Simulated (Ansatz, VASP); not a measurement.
# Pd in VASP and in Ansatz

File INCAR:

```
SYSTEM = Pd
  PREC = Accurate
  ENCUT = 600
  EDIFF = 1E-6
  ISMEAR = 0
  SIGMA = 0.1
  LREAL = .FALSE.
  LASPH = .TRUE.
  NELM = 60
  ALGO = Normal
  ISIF = 3
  LWAVE = .FALSE.
  LCHARG = .FALSE.
  GGA = PS
  IBRION = 2
  NSW = 80
  EDIFFG = -0.01
```

File KPOINTS:

```
regular mesh
0
G
  18 18 10
  0 0 0
```

File POSCAR:

```
Pd
1.0
    2.7293690005      0.0000000000      0.0000000000
   -1.3646845003      2.3637028908      0.0000000000
    0.0000000000      0.0000000000      4.5320611333
Pd
2
Direct
    0.3333333333      0.6666666667      0.2500000000
    0.6666666667      0.3333333333      0.7500000000
```

Input for Ansatz:

```yaml
crystal:
  lattice:
    - [2.7293690005, 0.0, 0.0]
    - [-1.3646845003, 2.3637028908, 0.0]
    - [0.0, 0.0, 4.5320611333]
  atoms:
    - { symbol: Pd, position: [0.3333333333, 0.6666666667, 0.25] }
    - { symbol: Pd, position: [0.6666666667, 0.3333333333, 0.75] }
basis:
  ecutwfc: 420
kpoints:
  mp_grid: { grid: [18, 18, 10] }
hamiltonian:
  xc: pbesol
scf:
  occupations: { method: gaussian, width: 0.1 }
output:
  forces: true
  stress: true
  eigenvalues: true
relax:
  adjacent_minimum: "off"
  f_tol: 0.01
  max_steps: 60
  cell: { stress_tol: 0.1 }
```

Alike in both runs: task relaxation of cell and atoms; functional PBEsol; k mesh 18 × 18 × 10; occupations gaussian, width 0.1 eV; no spin polarisation.

|  | VASP | Ansatz |
| --- | --- | --- |
| version | VASP 6.6.1 | Ansatz 0.2.0 |
| potentials or method | VASP PAW PBE potentials, release 64 (Pd) | scalar-relativistic, plane waves, PAW |
| plane-wave cutoff (eV) | 600 | 420 |
| valence electrons in the cell | 20 | 36 |

|  | VASP | Ansatz | Ansatz less VASP |
| --- | --- | --- | --- |
| gap on the k mesh at the Fermi level, each at its own relaxed structure (eV) | none | none | - |
| relaxed volume (Å³/atom) | 14.59 | 14.62 | +0.028 |
| relaxed cell length with the largest relative difference (Å) | 4.562 | 4.567 | +0.0046 |

A gap of «none» marks a metal or a gap that the smearing closes. The two sets of potentials don't hold the same shells in valence.

Caveats: the PAW data sets were made with another functional, which shifts forces and pressure a little (VASP).
